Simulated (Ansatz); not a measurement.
**Te: one candidate of a structure search**

Where does this trial cell of Te go when cell and atoms are let free?

Method: DFT PBE, scalar-relativistic, plane waves, PAW, in Ansatz 0.2.0.

## Step 1: The system as given

It takes space group I4_1/amd (No. 141, tetragonal). Conventional cell: a = 8.048 Å, b = 8.048 Å, c = 2.903 Å, α = 90.00°, β = 90.00°, γ = 90.00°. Te (site symmetry 2/m) has 6 Te at 2.90 to 2.94 Å as nearest neighbours.

As a file:

```xyz
4
Lattice="-4.0242 4.0242 1.4517 4.0242 -4.0242 1.4517 4.0242 4.0242 -1.4517" Properties=species:S:1:pos:R:3 pbc="T T T"
Te    4.0242    2.0121    0.3629
Te    0.0000    2.0121    1.8146
Te    2.0121    4.0242   -0.3629
Te    2.0121    0.0000    1.0888
```

Recipe of the guess: 6-connected net of one element (I4_1/amd, No. 141). Its size is a rough estimate.

## Step 2: A first look at the guess

input.yaml

```yaml
crystal:
  lattice:
    - [-4.02423427, 4.02423427, 1.45171787]
    - [4.02423427, -4.02423427, 1.45171787]
    - [4.02423427, 4.02423427, -1.45171787]
  atoms:
    - { symbol: Te, position: [0.375, 0.625, 0.75] }
    - { symbol: Te, position: [0.875, 0.625, 0.25] }
    - { symbol: Te, position: [0.375, 0.125, 0.75] }
    - { symbol: Te, position: [0.375, 0.625, 0.25] }
basis:
  ecutwfc: 420
kpoints:
  mp_grid: { grid: [6, 6, 6] }
hamiltonian:
  xc: pbe
scf:
  occupations: { method: gaussian, width: 0.1 }
  lower_state_search: "off"
output:
  forces: true
  stress: true
  eigenvalues: true
```

Command:

```bash
> ansatz run input.yaml --threads 1 --pin off --max-ram 2560MiB --backend cpu --events-out ev --progress --plain --runs-dir out
```

The session goes on with these runs: rough relaxation on the coarse mesh; full relaxation.

Q: Predict the outcome of this session. Wanted: conventional cell; volume; energy over the standard state; gap on the mesh.

The runs gave:

```
                              quantity                                                                      value
symmetry at the end (tolerance 0.05 Å)                                             space group I4_1/amd (No. 141)
                     conventional cell  a = 8.808 Å, b = 8.808 Å, c = 3.204 Å, α = 90.00°, β = 90.00°, γ = 90.00°
                                volume                                                              31.07 Å³/atom
        energy over the standard state                                                              +0.12 eV/atom
                       gap on the mesh                                                               none (metal)
```

**Reading.** The space group I4_1/amd (No. 141) is kept, and the volume per atom grows by 32.1 % from the first guess. It lies above the element's standard state, so it is metastable at best. No finished test with a distortion of lower symmetry is shown, so the end may be a saddle point. Spin-orbit coupling is left out for Te.
